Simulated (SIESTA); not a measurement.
## PtS2 under changes of volume

One of the cells (18.626 Å³/atom); the others are scaled copies at fixed shape and fractional positions:

```
Pt S
1.0
     3.56667    0.00000    0.00000
    -1.78333    3.08882    0.00000
     0.00000    0.00000    5.07217
Pt S
1 2
Direct
  0.00000 0.00000 0.00000
  0.66667 0.33333 0.77300
  0.33333 0.66667 0.22700
```

```yaml
Program: SIESTA 5.4.2
Functional: PBEsol
Potentials_or_basis: PseudoDojo 0.4 standard (PBEsol files)
Basis: DZP (energy shift 0.003 Ry; two zetas on semicore shells)
Grid_cutoff: 800 Ry
Energy_shift: 0.003 Ry
k_mesh: 9 × 9 × 5
Occupations: fermi-dirac, width 0.05 eV
Spin: no spin polarisation
```

```tsv
volume (Å³/atom)	energy over the lowest point (meV/atom)	pressure (GPa)	gap on the mesh (eV)	largest force (eV/Å)
17.165	137.70	22.2	0.97	2.769
17.531	92.65	17.5	0.95	2.354
17.896	57.69	13.3	0.93	1.969
18.626	?	?	?	?
18.992	3.82	3.1	0.85	0.979
19.357	0.00	0.3	0.83	0.698
```

**Question.** What does the run at 18.626 Å³/atom give?

**Answer.** Energy over the lowest point 14.19 meV/atom; pressure 6.1 GPa; gap on the mesh 0.88 eV; largest force 1.282 eV/Å.

Worked out: A Birch-Murnaghan fit of order 3 (a polynomial in V^(-2/3)) to the other rows has its minimum at 19.40 Å³/atom, just outside them, with B0 = V·E''(V) = 136 GPa and B' = 4.6 at fixed shape and positions, which overstates the stiffness. It gives 14.21 meV/atom at 18.626 Å³/atom, against the run's 14.19, and -dE/dV = 6.1 GPa, against 6.1. A straight line through the other rows of the gap, of slope -1.2 eV per unit of ln V, gives 0.88 eV, against the run's 0.88.

Energies are extrapolated to zero smearing.

Caveats: short orbitals over semicore shells can move pressures by several GPa; spin-orbit coupling is left out, which moves the levels of the heavy elements; an odd mesh through Γ misses points on the zone boundary, where band edges often lie; the basis of atomic orbitals isn't converged, which shifts pressures, moduli and gaps; forces of over 1 eV/Å show positions far from the minimum, so gaps and moduli don't describe the material at rest (some runs).
